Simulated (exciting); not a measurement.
# CoO (Fm-3m) in exciting: a series of runs

Aim: see how the results for CoO move with the level of theory and the settings. Levels: revPBE+TS, PBEsol+D2. Tasks: effective masses, real-space fields.

Program: exciting (release sodium). These are calculated values, not measurements. Logs are shortened: lines on timing, memory, paths and dates and some standing lists are left out, and cuts for length are marked.

## Step 1: The structure

Symmetry: Fm-3m, No. 225, cubic system. The conventional cell has a = 4.263 Å, b = 4.263 Å, c = 4.263 Å, α = 90.00°, β = 90.00°, γ = 90.00°. Co (site symmetry m-3m) has 6 O at 2.13 Å as nearest neighbours. O (site symmetry m-3m) is surrounded by 6 Co at 2.13 Å.

## Step 2: Effective masses, revPBE+TS, collinear spin, ferromagnetic start (volume scaled by 1.15)

Contents of input.xml:

```xml
<input>
  <title>CoO</title>
  <structure speciespath="./" tshift="false">
    <crystal scale="5.9680412372">
      <basevect>0.000000000000 0.707106781190 0.707106781190</basevect>
      <basevect>0.707106781190 0.000000000000 0.707106781190</basevect>
      <basevect>0.707106781190 0.707106781190 0.000000000000</basevect>
    </crystal>
    <species speciesfile="Co.xml" rmt="1.8">
      <atom coord="0.000000000000 0.000000000000 0.000000000000" bfcmt="0 0 -8"/>
    </species>
    <species speciesfile="O.xml" rmt="1.3">
      <atom coord="0.500000000000 0.500000000000 0.500000000000" bfcmt="0 0 0"/>
    </species>
  </structure>
  <groundstate do="fromscratch" ngridk="9 9 9" rgkmax="6.5" gmaxvr="18" lmaxapw="10" lmaxmat="10" lmaxvr="8" xctype="GGA_PBE_R" stype="Methfessel-Paxton 1" swidth="0.00099958" nempty="24" ValenceRelativity="iora*" epsengy="1e-05" epspot="1e-05" maxscl="90" outputlevel="normal">
    <spin reducebf="0.5"/>
  </groundstate>
  <properties>
    <masstensor vklem="0.625 0.25 0.625" ndspem="1" deltaem="0.025"/>
    <TSvdW/>
  </properties>
</input>
```

Potentials or basis: all-electron LAPW+lo, shipped species files, valence relativity iora*.

Run with:

```sh
$ OMP_NUM_THREADS=1 exciting_smp
```

INFO.OUT:

```text
================================================================================
EXCITING SODIUM started
[... 10 lines left out ...]

 Lattice vectors (cartesian) :
      0.0000000000      4.2200424292      4.2200424292
      4.2200424292      0.0000000000      4.2200424292
      4.2200424292      4.2200424292      0.0000000000

 Reciprocal lattice vectors (cartesian) :
     -0.7444457505      0.7444457505      0.7444457505
      0.7444457505     -0.7444457505      0.7444457505
      0.7444457505      0.7444457505     -0.7444457505

 Unit cell volume                           :     150.3074296275
 Brillouin zone volume                      :       1.6502857780

 Species :    1 (Co)
     parameters loaded from                 :    Co.xml
     name                                   :    cobalt
     nuclear charge                         :     -27.00000000
     electronic charge                      :      27.00000000
     atomic mass                            :  107428.65170000
     muffin-tin radius                      :       1.80000000
     # of radial points in muffin-tin       :     350

     atomic positions (lattice) :
       1 :   0.00000000  0.00000000  0.00000000

     magnetic fields (cartesian) :
       1 :   0.00000000  0.00000000 -8.00000000

 Species :    2 (O)
     parameters loaded from                 :    O.xml
     name                                   :    oxygen
     nuclear charge                         :      -8.00000000
     electronic charge                      :       8.00000000
     atomic mass                            :   29165.12203000
     muffin-tin radius                      :       1.30000000
     # of radial points in muffin-tin       :     250

     atomic positions (lattice) :
       1 :   0.50000000  0.50000000  0.50000000

     magnetic fields (cartesian) :
       1 :   0.00000000  0.00000000  0.00000000

 Total number of atoms per unit cell        :       2

 Spin treatment                             :    spin-polarised
 Global magnetic field (cartesian) :        0.00000000   0.00000000   0.00000000
 collinear magnetisation in z-direction

 Number of Bravais lattice symmetries       :      48
 Number of crystal symmetries               :      48

 k-point grid                               :       9    9    9
 Total number of k-points                   :      35
 k-point set is reduced with crystal symmetries

 R^MT_min * |G+k|_max (rgkmax)              :       6.50000000
 Species with R^MT_min                      :       2 (O)
 Maximum |G+k| for APW functions            :       5.00000000
 Maximum |G| for potential and density      :      18.00000000

 G-vector grid sizes                        :      36    36    36
 Total number of G-vectors                  :   14841

 Maximum angular momentum used for
     APW functions                          :      10
     computing H and O matrix elements      :      10
     potential and density                  :       8
     inner part of muffin-tin               :       2

 Total nuclear charge                       :     -35.00000000
 Total electronic charge                    :      35.00000000
 Total core charge                          :      14.00000000
 Total valence charge                       :      21.00000000

 Number of empty states                     :      24
 Total number of valence states             :      70

 Maximum Hamiltonian size                   :     347
 Maximum number of plane-waves              :     331
 Total number of local-orbitals             :      16

 Exchange-correlation type                  :      21
     Revised PBE, Zhang-Yang, Phys. Rev. Lett. 80, 890 (1998)
     Generalised gradient approximation (GGA)

 Smearing scheme                            :    Methfessel-Paxton order 1, Phys. Rev. B 40, 3616 (1989)
 Smearing width                             :       0.00099958

 Using multisecant Broyden potential mixing
[... 16 lines left out ...]
+ SCF iteration number :    1                                                  +
++++++++++++++++++++++++++++++++++++++++++++++++++++++++++++++++++++++++++++++++
 Total energy                               :     -1470.34021042
 _______________________________________________________________
 Fermi energy                               :         0.23803251
 Kinetic energy                             :      1489.25101885
 Coulomb energy                             :     -2891.02276016
 Exchange energy                            :       -67.04938791
 Correlation energy                         :        -1.51908120
 No external B-field energy in total energy

 DOS at Fermi energy (states/Ha/cell)       :       190.86433092

 Electron charges :
     core                                   :        14.00000000
     core leakage                           :         0.00931358
     valence                                :        21.00000000
     interstitial                           :         4.18199030
     charge in muffin-tin spheres :
                  atom     1    Co          :        24.41570868
                  atom     2     O          :         6.40230103
     total charge in muffin-tins            :        30.81800970
     total charge                           :        35.00000000

 Moments :
     interstitial                           :         0.21656506
     moment in muffin-tin spheres :
                  atom     1    Co          :         2.35944326
                  atom     2     O          :         0.14874323
     total moment in muffin-tins            :         2.50818649
     total moment                           :         2.72475155
[... 311 lines left out ...]
 Electron charges :
     core                                   :        14.00000000
     core leakage                           :         0.00974586
     valence                                :        21.00000000
     interstitial                           :         4.48703359
     charge in muffin-tin spheres :
                  atom     1    Co          :        24.27230028
                  atom     2     O          :         6.24066613
     total charge in muffin-tins            :        30.51296641
     total charge                           :        35.00000000

 Moments :
     interstitial                           :         0.25026671
     moment in muffin-tin spheres :
                  atom     1    Co          :         2.58098392
                  atom     2     O          :         0.17145974
     total moment in muffin-tins            :         2.75244366
     total moment                           :         3.00271038

 RMS change in effective potential (target) :  0.873629E-01  ( 0.100000E-04)
 Absolute change in total energy   (target) :   2.22176      ( 0.100000E-04)
 Charge distance                   (target) :  0.142610E-01  ( 0.100000E-04)

++++++++++++++++++++++++++++++++++++++++++++++++++++++++++++++++++++++++++++++++
[... 6 further cycles ...]
+ SCF iteration number :   17                                                  +
++++++++++++++++++++++++++++++++++++++++++++++++++++++++++++++++++++++++++++++++
 Total energy                               :     -1468.89094017
 _______________________________________________________________
 Fermi energy                               :         0.25670440
 Kinetic energy                             :      1488.99240255
 Coulomb energy                             :     -2889.52140346
 Exchange energy                            :       -66.83928677
 Correlation energy                         :        -1.52265248
 No external B-field energy in total energy

 DOS at Fermi energy (states/Ha/cell)       :       140.84556863

 Electron charges :
     core                                   :        14.00000000
     core leakage                           :         0.00941540
     valence                                :        21.00000000
     interstitial                           :         4.44524033
     charge in muffin-tin spheres :
                  atom     1    Co          :        24.51341039
                  atom     2     O          :         6.04134928
     total charge in muffin-tins            :        30.55475967
     total charge                           :        35.00000000

 Moments :
     interstitial                           :         0.20279565
     moment in muffin-tin spheres :
                  atom     1    Co          :         2.53173788
                  atom     2     O          :         0.26539929
     total moment in muffin-tins            :         2.79713717
     total moment                           :         2.99993282
[... 315 lines left out ...]
 Electron charges :
     core                                   :        14.00000000
     core leakage                           :         0.00941736
     valence                                :        21.00000000
     interstitial                           :         4.44557437
     charge in muffin-tin spheres :
                  atom     1    Co          :        24.51241983
                  atom     2     O          :         6.04200580
     total charge in muffin-tins            :        30.55442563
     total charge                           :        35.00000000

 Moments :
     interstitial                           :         0.20230429
     moment in muffin-tin spheres :
                  atom     1    Co          :         2.53199346
                  atom     2     O          :         0.26563443
     total moment in muffin-tins            :         2.79762789
     total moment                           :         2.99993217

 RMS change in effective potential (target) :  0.258546E-06  ( 0.100000E-04)
 Absolute change in total energy   (target) :  0.470780E-05  ( 0.100000E-04)
 Charge distance                   (target) :  0.189653E-07  ( 0.100000E-04)

++++++++++++++++++++++++++++++++++++++++++++++++++++++++++++++++++++++++++++++++
| Convergency criteria checked for the last 2 iterations                       +
| Convergence targets achieved. Performing final SCF iteration                 +
++++++++++++++++++++++++++++++++++++++++++++++++++++++++++++++++++++++++++++++++
 Total energy                               :     -1468.86530756
 _______________________________________________________________
 Fermi energy                               :         0.25688662
 Kinetic energy                             :      1489.01001136
 Coulomb energy                             :     -2889.51416429
 Exchange energy                            :       -66.83852419
 Correlation energy                         :        -1.52263044
 No external B-field energy in total energy

 DOS at Fermi energy (states/Ha/cell)       :       140.71834233

 Electron charges :
     core                                   :        14.00000000
     core leakage                           :         0.00941736
     valence                                :        21.00000000
     interstitial                           :         4.44557570
     charge in muffin-tin spheres :
                  atom     1    Co          :        24.51241845
                  atom     2     O          :         6.04200584
     total charge in muffin-tins            :        30.55442430
     total charge                           :        35.00000000

 Moments :
     interstitial                           :         0.20230450
     moment in muffin-tin spheres :
                  atom     1    Co          :         2.53199520
                  atom     2     O          :         0.26563451
     total moment in muffin-tins            :         2.79762970
     total moment                           :         2.99993420

++++++++++++++++++++++++++++++++++++++++++++++++++++++++++++++++++++++++++++++++
[... 12 lines left out ...]
| EXCITING SODIUM stopped                                                      =
================================================================================
```

Run time: 4.8 min. Hardware: 1 thread of AMD EPYC 7R43 (Zen 3), shared host; peak memory 0.19 GiB.

What came out:

| Item | Value |
| --- | --- |
| Free energy | -39969.8614 eV |
| Band gap on the k mesh | none (metal or under the smearing width) |
| Net moment | 3.00 μB per cell |
| Site moments | Co +2.53; O +0.27 μB |
| All electrons inside the program's atomic spheres | Co 24.51; O 6.04 (radii Co 1.8, O 1.3 bohr) |
| Dispersion energy per atom | -0.230 eV |

Levels at points of the mesh, in eV from the Fermi level:
Spin up:
```
           k point  band 8  band 9  band 10  band 11  band 12  band 13  band 14  band 15  band 16  band 17
(0.00, 0.00, 0.00)   -2.92   -2.92    -2.60    -2.60    -2.60     0.35    16.43    17.14    17.14    17.14
```
Spin down:
```csv
k point,band 7,band 8,band 9,band 10,band 11,band 12
"(0.00, 0.00, 0.00)",-2.05,-0.85,-0.85,-0.85,0.28,0.28
```

Effective masses (electron masses; levels in eV from the Fermi level):
```tsv
band	level	masses, principal
5	-5.47	-2.606, -0.177, -0.156
6	-5.38	0.144, 0.236, 1.674
7	-4.71	-5.144, -1.432, 2.704
8	-2.87	-3.484, 2.766, 5.537
10	-2.18	-3.097, -1.712, 0.889
11	-2.03	-9.526, -2.825, 2.284
12	-1.41	-2.594, -2.577, 3.215
40	-4.98	-0.263, 3.277, 7.030
41	-4.66	0.297, 2.454, 16.552
44	-0.02	-6.206, -3.732, 18.611
```

Caveat: the dispersion energy is computed afterwards and isn't part of the total energy; the masses are finite differences along the axes, which mix bands that are degenerate at the k point; a cell with one magnetic atom can't hold antiferromagnetic order, which such compounds often take; semilocal functionals often make such compounds metallic where correlation or magnetic order opens a gap, which also shifts bond lengths.

## Step 3: Real-space fields, PBEsol+D2, collinear spin, ferromagnetic start

Contents of input.xml:

```xml
<input>
  <title>CoO</title>
  <structure speciespath="./" tshift="false">
    <crystal scale="1.88972612463">
      <basevect>0.000000000000 2.131500000000 2.131500000000</basevect>
      <basevect>2.131500000000 0.000000000000 2.131500000000</basevect>
      <basevect>2.131500000000 2.131500000000 0.000000000000</basevect>
    </crystal>
    <species speciesfile="Co.xml" rmt="2">
      <atom coord="0.000000000000 0.000000000000 0.000000000000" bfcmt="0 0 -8"/>
    </species>
    <species speciesfile="O.xml" rmt="1.45">
      <atom coord="0.500000000000 0.500000000000 0.500000000000" bfcmt="0 0 0"/>
    </species>
  </structure>
  <groundstate do="fromscratch" ngridk="8 8 8" rgkmax="6.5" gmaxvr="14" lmaxapw="10" lmaxmat="10" lmaxvr="8" xctype="GGA_PBE_SOL" stype="Fermi Dirac" swidth="0.00367493" nempty="24" ValenceRelativity="iora*" epsengy="1e-05" epspot="1e-05" maxscl="90" outputlevel="high">
    <spin reducebf="0.5"/>
  </groundstate>
  <properties>
    <chargedensityplot>
      <plot3d>
        <box grid="16 16 16">
          <origin coord="0 0 0"/>
          <point coord="1 0 0"/>
          <point coord="0 1 0"/>
          <point coord="0 0 1"/>
        </box>
      </plot3d>
    </chargedensityplot>
    <elfplot>
      <plot3d>
        <box grid="16 16 16">
          <origin coord="0 0 0"/>
          <point coord="1 0 0"/>
          <point coord="0 1 0"/>
          <point coord="0 0 1"/>
        </box>
      </plot3d>
    </elfplot>
    <exccplot>
      <plot3d>
        <box grid="16 16 16">
          <origin coord="0 0 0"/>
          <point coord="1 0 0"/>
          <point coord="0 1 0"/>
          <point coord="0 0 1"/>
        </box>
      </plot3d>
    </exccplot>
    <DFTD2/>
  </properties>
</input>
```

Potentials or basis: all-electron LAPW+lo, shipped species files, valence relativity iora*.

Run with:

```sh
$ OMP_NUM_THREADS=1 exciting_smp
```

INFO.OUT:

```text
================================================================================
EXCITING SODIUM started
[... 10 lines left out ...]

 Lattice vectors (cartesian) :
      0.0000000000      4.0279512346      4.0279512346
      4.0279512346      0.0000000000      4.0279512346
      4.0279512346      4.0279512346      0.0000000000

 Reciprocal lattice vectors (cartesian) :
     -0.7799480358      0.7799480358      0.7799480358
      0.7799480358     -0.7799480358      0.7799480358
      0.7799480358      0.7799480358     -0.7799480358
[... 1075 lines left out ...]

++++++++++++++++++++++++++++++++++++++++++++++++++++++++++++++++++++++++++++++++
| Convergency criteria checked for the last 2 iterations                       +
| Convergence targets achieved. Performing final SCF iteration                 +
++++++++++++++++++++++++++++++++++++++++++++++++++++++++++++++++++++++++++++++++
 Total energy                               :     -1467.23021388
 _______________________________________________________________
 Fermi energy                               :         0.29150522
 Kinetic energy                             :      1487.25767102
 Coulomb energy                             :     -2887.76604231
 Exchange energy                            :       -64.95892453
 Correlation energy                         :        -1.76291806
 No external B-field energy in total energy
 Sum of eigenvalues                         :      -840.25342718
 Effective potential energy                 :     -2327.51109820
 Coulomb potential energy                   :     -2240.16815448
 xc potential energy                        :       -87.19788624
 xc effective B-field energy                :        -0.14505749
 External B-field energy                    :         0.00000000
 Non-physical muffin-tin B-field energy     :        -0.00000000
 Hartree energy                             :       432.28684369
[... 18 lines left out ...]
 Moments :
     interstitial                           :         0.09577333
     moment in muffin-tin spheres :
                  atom     1    Co          :         2.50107080
                  atom     2     O          :         0.28253864
     total moment in muffin-tins            :         2.78360945
     total moment                           :         2.87938278

++++++++++++++++++++++++++++++++++++++++++++++++++++++++++++++++++++++++++++++++
[... 9 lines left out ...]
| EXCITING SODIUM stopped                                                      =
================================================================================
```

stdout:

```text
Info(rhoplot):
 3D spin-dependent density plot written to RHO3D.xml

Info(potplot):
 3D Coulomb potential plot written to VCL3D.xml
 3D exchange-correlation potential plot written to VXC3D.xml

Info(elfplot): 3D ELF plot written to ELF3D.xml
```

It took 2.6 min on 1 thread of AMD EPYC 7R43 (Zen 3), shared host; peak memory 0.15 GiB.

Results:

* Free energy: -39925.4830 eV
* Band gap on the k mesh: none (metal or under the smearing width)
* Net moment: 2.88 μB per cell
* Site moments: Co +2.50; O +0.28 μB
* All electrons inside the program's atomic spheres: Co 25.03; O 6.61 (radii Co 2.0, O 1.45 bohr)
* Dispersion energy per atom: -0.275 eV
* Density of states at the Fermi level: 3.70 states/eV per cell

Levels at points of the mesh, in eV from the Fermi level:
Spin up:
```
           k point  band 8  band 9  band 10  band 11  band 12  band 13  band 14  band 15  band 16  band 17
(0.00, 0.00, 0.00)   -3.24   -3.24    -3.10    -3.10    -3.10     0.78    16.49    18.05    18.05    18.05
(0.50, 0.00, 0.00)   -2.36   -2.36    -1.83     0.08     0.08     4.80     9.13    13.15    13.15    20.35
(0.50, 0.50, 0.00)   -3.98   -2.89    -2.38    -2.08    -2.08     5.62     9.57    11.50    15.49    15.49
```
Spin down:
```tsv
k point	band 7	band 8	band 9	band 10	band 11	band 12
(0.00, 0.00, 0.00)	-2.69	-1.10	-1.10	-1.10	-0.13	-0.13
(0.50, 0.00, 0.00)	-4.76	-0.11	-0.11	0.18	2.54	2.54
(0.50, 0.50, 0.00)	-3.95	-2.26	0.16	0.16	0.35	0.81
```

Caveat: the log's total energy holds no entropy term; the free energy is that total less TS from the occupations; the dispersion energy is computed afterwards and isn't part of the total energy; a cell with one magnetic atom can't hold antiferromagnetic order, which such compounds often take; semilocal functionals often make such compounds metallic where correlation or magnetic order opens a gap, which also shifts bond lengths.
